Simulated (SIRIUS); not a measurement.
## Zr under changes of volume

One of the cells (24.193 Å³/atom); the others are scaled copies at fixed shape and fractional positions:

```xyz
1
Lattice="-1.8220 1.8220 1.8220 1.8220 -1.8220 1.8220 1.8220 1.8220 -1.8220" Properties=species:S:1:pos:R:3 pbc="T T T"
Zr    0.0000    0.0000    0.0000
```

This isn't the form of Zr at room conditions, which is hcp.

```yaml
Program: SIRIUS 7.10.0
Functional: PBE
Potentials_or_basis: PseudoDojo 0.4.1 PBE standard (scalar relativistic)
Cutoff: 915 eV
Density_cutoff: 3659 eV
k_mesh: 10 × 10 × 10
Occupations: fermi-dirac, width 0.05 eV
Spin: no spin polarisation
```

```csv
volume (Å³/atom),energy over the lowest point (meV/atom),pressure (GPa)
22.296,2.06,1.8
22.770,0.00,-0.1
23.245,3.11,-1.8
24.193,?,?
24.668,38.61,-6.0
25.142,58.32,-7.3
```

**Question.** What does the run at 24.193 Å³/atom give?

**Answer.** Energy over the lowest point 22.70 meV/atom; pressure -4.7 GPa.

Worked out: A Birch-Murnaghan fit of order 3 (a polynomial in V^(-2/3)) to the other rows has its minimum at 22.72 Å³/atom with B0 = V·E''(V) = 81 GPa (rough, since the energies scatter). It gives 22.65 meV/atom at 24.193 Å³/atom, against the run's 22.70, and -dE/dV = -4.7 GPa, against -4.7.

Energies are extrapolated to zero smearing.
